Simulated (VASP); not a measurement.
Input of a VASP 6.6.1 run:

The input INCAR:

```
  PREC = Accurate
  ENCUT = 520
  EDIFF = 1E-6
  ISMEAR = 0
  SIGMA = 0.1
  LREAL = F
  LASPH = T
  NELM = 100
  ALGO = Normal
  ISIF = 2
  LWAVE = F
  LCHARG = F
  GGA = PE
  NBANDS = 26
```

Contents of KPOINTS:

```
Automatic mesh
0
Gamma
  6 6 4
```

POSCAR

```
CdSe
1.0
    4.2496422024      0.0000000000      0.0000000000
   -2.1248211012      3.6802981043      0.0000000000
    0.0000000000      0.0000000000      6.9697467036
Cd Se
2 2
Direct
    0.3333333333      0.6666666667      0.0002659641
    0.6666666667      0.3333333333      0.5002659641
    0.3333333333      0.6666666667      0.3747340359
    0.6666666667      0.3333333333      0.8747340359
```

Potentials or basis: VASP PAW PBE potentials, release 64 (Cd, Se).

Run with:

```bash
$ cat potpaw_PBE.64/Cd/POTCAR potpaw_PBE.64/Se/POTCAR > POTCAR
$ mpirun -np 1 vasp_std > vasp.out
```

Problem. Estimate the pressure.

Solution. 5.2 GPa.

Problem. What does it give for the largest force?

Solution. 0.008 eV/Å.

Problem. What does it give for the band gap on the k mesh?

Solution. 0.73 eV, direct.

Forces on the atoms (eV/Å):
```
Cd   0.000  0.000  0.008
Cd   0.000  0.000  0.008
Se   0.000  0.000 -0.008
Se   0.000  0.000 -0.008
```
